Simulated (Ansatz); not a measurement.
## BN: the gap against volume

BN, F-43m, a = 3.625 Å. The compound has several low-lying forms, and this is one of them. Ansatz: PBE, PAW, 420 eV, Γ-centred 12×12×12 mesh on 2 atoms, Gaussian smearing 0.02 eV; no spin polarisation. Symmetry fixes shape and atoms, so the cell is only scaled; x = ln(V/V0) with V0 = 5.953 Å³/atom. The gap is read at the mesh points alone.

```tsv
x	gap y (eV)
-0.0619	4.527
-0.0305	4.493
0.0000	4.463
0.0296	?
0.0583	4.396
```

Question: Fit a straight line to the other rows, give the volume deformation potential of the gap and its pressure coefficient, and predict the missing gap. B0 = 370.3 GPa.

Answer: Means x = -0.008525, y = 4.4698; Σ(Δx)² = 0.007870, ΣΔxΔy = -0.008553; the slope is their ratio. y = 4.4605 − 1.0867 x. The slope is the deformation potential a = dE_g/d ln V = -1.09 eV, and dE_g/dP = −a/B0 = 2.93 meV/GPa. At x = 0.0296 the fit asked for gives 4.428 eV. The run gave 4.430 eV, so the fit is 0.002 eV too low, within twice the rms miss on the fitted rows (0.001 eV).

Semilocal functionals give gaps under the measured ones; changes of the gap mostly carry over better.